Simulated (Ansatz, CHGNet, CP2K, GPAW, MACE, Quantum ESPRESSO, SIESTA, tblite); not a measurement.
**A faulty tblite run on generalised stacking fault on (110) of BePd (80 atoms)**

Program: tblite 0.8.0, a calculation on a cell of 40 Be and 40 Pd, 11.1 Å³ an atom.

The input, run.py:

```python
import numpy as np
from ase.io import read
from tblite.ase import TBLite

atoms = read("structure.xyz")
atoms.calc = TBLite(method="GFN3-xTB", electronic_temperature=580, accuracy=1.0, max_iterations=250, mixer_damping=0.4, verbosity=1)
energy = atoms.get_potential_energy()
forces = atoms.get_forces()
print(f"energy {energy:.6f} eV")
print("forces (eV/A)")
for i, (a, f) in enumerate(zip(atoms, forces)):
    print(f"{i:4d} {a.symbol:2s} {f[0]:10.5f} {f[1]:10.5f} {f[2]:10.5f}")
print("charges (e)")
print(np.array2string(atoms.get_charges(), precision=4, suppress_small=True, max_line_width=110, threshold=100000))
```

The input, structure.xyz:

```xyz
80
Lattice="5.62600 0.00000 0.00000 0.00000 7.95637 0.00000 1.17206 0.00000 19.89091" Properties=species:S:1:pos:R:3 pbc="T T T"
Be 5.62649 0.02801 19.83919
Pd 1.40390 7.94738 1.94275
Be 1.60085 0.00820 0.05211
Pd 4.22094 0.00573 1.98372
Be 4.41669 3.99585 0.04197
Pd 1.45251 3.97659 1.94095
Be 2.80485 3.98781 19.85192
Pd 4.21974 3.98654 1.96622
Be 5.61871 1.97262 1.93678
Pd 1.36329 1.97350 3.97003
[... 66 atom lines left out ...]
Be 5.61133 5.96903 17.89386
Pd 0.25339 5.98232 0.01711
Be 2.83009 6.00229 17.88571
Pd 4.21901 5.95988 19.85968
```

On the command line:

```
$ OMP_NUM_THREADS=1 python run.py > output.txt
```

The log of the run:

```text
tblite.exceptions.TBLiteValueError: Method 'GFN3-xTB' is not available for this calculator
```

The job ended after 0.45 s (1 thread of Arm Neoverse V2, shared host; peak memory 0.1 GiB).

Banners, paths, timers and routine set-up lines are dropped from the logs unmarked, and long logs keep their key lines alone; longer cuts are marked.

Q: Find the fault and mend it.

An unknown method: method GFN3-xTB. Mend: name a method that the program has, such as GFN1-xTB or GFN2-xTB.

The program stopped at the start.

[Also dropped from logs without a mark: logging warnings of Python, and SIESTA's first energy breakdown and zero terms.]

[Logs are printed without paths, hosts, clocks, repeated set-up lines and the standing remarks that a program may print on its own settings, such as how far it seeks lower states.]

[Hosts, paths, dates, database ids (printed as entryN), source tags and the programs' standing remarks are cut or masked in the printed files.]
